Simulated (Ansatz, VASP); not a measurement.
# C in VASP and in Ansatz

File INCAR:

```
PREC = Accurate
ENCUT = 520
EDIFF = 1E-6
ISMEAR = 0
SIGMA = 0.05
LREAL = False
LASPH = True
NELM = 60
ALGO = Normal
ISIF = 2
LWAVE = False
LCHARG = True
GGA = PE
LELF = True
LVHAR = True
NBANDS = 11
```

Contents of KPOINTS:

```
regular mesh
0
Gamma
  12 12 12
```

File POSCAR:

```
C
1.0
    0.0000000000      1.8101510000      1.7566490000
    1.8101510000      0.0000000000      1.7566490000
    1.8101510000      1.8101510000      0.0000000000
C
2
Direct
    0.5000000000      0.5000000000      0.5000000000
    0.7500000000      0.7500000000      0.7500000000
```

Input for Ansatz:

```yaml
crystal:
  lattice:
    - [0.0, 1.810151, 1.756649]
    - [1.810151, 0.0, 1.756649]
    - [1.810151, 1.810151, 0.0]
  atoms:
    - { symbol: C, position: [0.5, 0.5, 0.5] }
    - { symbol: C, position: [0.75, 0.75, 0.75] }
basis:
  ecutwfc: 420
kpoints:
  mp_grid: { grid: [12, 12, 12] }
hamiltonian:
  xc: pbe
scf:
  occupations: { method: gaussian, width: 0.05 }
output:
  forces: true
  stress: true
  eigenvalues: true
```

Change from the starting cell: strain +0.015 along x and y, -0.015 along z, atoms carried along.

Alike in both runs: task single point; functional PBE; k mesh 12 × 12 × 12; occupations gaussian, width 0.05 eV; no spin polarisation.

|  | VASP | Ansatz |
| --- | --- | --- |
| version | VASP 6.6.1 | Ansatz 0.2.0 |
| potentials or method | VASP PAW PBE potentials, release 64 (C) | scalar-relativistic, plane waves, PAW |
| plane-wave cutoff (eV) | 520 | 420 |
| valence electrons in the cell | 8 | 8 |

```tsv
	VASP	Ansatz	Ansatz less VASP
gap on the k mesh at the Fermi level (eV)	3.38	3.38	+0.007
least direct gap on the mesh (eV)	5.02	5.03	+0.004
pressure (GPa)	-3.9	-4.5	-0.62
largest component of the traceless stress (GPa)	17.74	17.76	+0.012
```

With one functional, cell and mesh, what is left measures potentials, basis and numerics.
